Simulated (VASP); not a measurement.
A run of VASP 6.6.1 is set up as follows.

POSCAR

```
GaN
1.0
    3.1800000000      0.0000000000      0.0000000000
   -1.5900000000      2.7539607840      0.0000000000
    0.0000000000      0.0000000000      5.1660000000
Ga N
2 2
Direct
    0.6666666667      0.3333333333      0.5000000000
    0.3333333333      0.6666666667      0.0000000000
    0.6666666667      0.3333333333      0.8750000000
    0.3333333333      0.6666666667      0.3750000000
```

File INCAR.step1:

```
SYSTEM = GaN
  PREC = Accurate
  ENCUT = 450
  EDIFF = 1E-8
  ISMEAR = 0
  SIGMA = 0.01
  LREAL = .False.
  LASPH = .True.
  NELM = 60
  ALGO = Normal
  LWAVE = .True.
  LCHARG = .False.
  GGA = PE
```

Contents of INCAR.step2:

```
SYSTEM = GaN
  PREC = Accurate
  ENCUT = 450
  EDIFF = 1E-8
  ISMEAR = 0
  SIGMA = 0.01
  LREAL = .False.
  LASPH = .True.
  NELM = 1
  ALGO = Exact
  LWAVE = .True.
  LCHARG = .False.
  GGA = PE
  NBANDS = 78
  LOPTICS = .True.
  ISTART = 1
```

File INCAR.step3:

```
SYSTEM = GaN
  PREC = Accurate
  ENCUT = 450
  EDIFF = 1E-8
  ISMEAR = 0
  SIGMA = 0.01
  LREAL = .False.
  LASPH = .True.
  ALGO = QPGW
  LWAVE = .False.
  LCHARG = .False.
  GGA = PE
  NELMGW = 4
  NBANDS = 78
  ENCUTGW = 100
  NOMEGA = 64
  PRECFOCK = Fast
  ISTART = 1
  NBANDSGW = 30
```

KPOINTS

```
Automatic mesh
0
Gamma
  5 5 3
  0 0 0
```

Potentials or basis: VASP PAW PBE potentials, release 64 (Ga_d_GW, N_GW).

Run with:

```console
$ cat potpaw_PBE.64/Ga_d_GW/POTCAR potpaw_PBE.64/N_GW/POTCAR > POTCAR
$ cp INCAR.step1 INCAR
$ mpirun -np 1 vasp_std > vasp.out
$ cp INCAR.step2 INCAR
$ mpirun -np 1 vasp_std > vasp.out
$ cp INCAR.step3 INCAR
$ mpirun -np 1 vasp_std > vasp.out
```

(1) Estimate the quasiparticle gap.

(2) Estimate the least direct quasiparticle gap.

(3) What does it give for the band gap on the k mesh, mean-field level?

## Answers

(1) 3.75 eV.

(2) 3.75 eV.

(3) 1.97 eV, direct.

Caveat: the k mesh is coarse (spacing up to 0.46 Å⁻¹), so the values aren't converged; bands, screening cutoff and mesh are small and nothing is extrapolated, so the quasiparticle values aren't converged.
